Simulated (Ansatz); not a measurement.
# MgF2: the cost of one run

Program: Ansatz 0.2.0. Level of theory: reference: DFT, PBE, plane waves, PAW. These are calculated values, not measurements.

1 further run of the same task is left out (it didn't finish).

### Step 1. The system as given

Symmetry: P4_2/mnm, No. 136, tetragonal system. Conventional cell: a = 4.622 Å, b = 4.622 Å, c = 3.046 Å, α = 90.00°, β = 90.00°, γ = 90.00°. Mg (site symmetry mmm) is surrounded by 6 F at 1.98 to 1.99 Å. Around F (site symmetry m2m) lie 3 Mg at 1.98 to 1.99 Å.

As a file:

```
CELL_PARAMETERS angstrom
4.62190 0.00000 0.00000
0.00000 4.62209 0.00000
0.00000 0.00000 3.04615
ATOMIC_POSITIONS crystal
Mg 0.50000 0.50000 0.50000
Mg 0.00000 0.00000 0.00000
F 0.80291 0.19701 0.50000
F 0.19709 0.80299 0.50000
F 0.30291 0.30299 0.00000
F 0.69709 0.69701 0.00000
```

### Step 2. Reference

File input.yaml:

```yaml
crystal:
  lattice:
    - [4.6218997728, 0.0, 0.0]
    - [0.0, 4.6220926162, 0.0]
    - [0.0, 0.0, 3.0461460124]
  atoms:
    - { symbol: Mg, position: [0.5, 0.5, 0.5] }
    - { symbol: Mg, position: [0.0, 0.0, 0.0] }
    - { symbol: F, position: [0.8029114217, 0.1970073647, 0.5] }
    - { symbol: F, position: [0.1970885783, 0.8029926353, 0.5] }
    - { symbol: F, position: [0.3029114217, 0.3029926353, 0.0] }
    - { symbol: F, position: [0.6970885783, 0.6970073647, 0.0] }
kpoints:
  mp_grid: { grid: [4, 4, 6] }
hamiltonian:
  xc: pbe
scf:
  occupations: { method: fixed }
  n_extra_bands: 5
output:
  forces: true
  stress: true
  eigenvalues: true
```

On the command line:

```
ansatz run input.yaml --threads 4 --pin off --max-ram 4608MiB --backend cpu --events-out ev --progress --plain --runs-dir out
```

What time and memory should one allow on 4 threads of Arm Neoverse N1, shared host?

About 1.8 s, with a peak of 0.35 GiB.
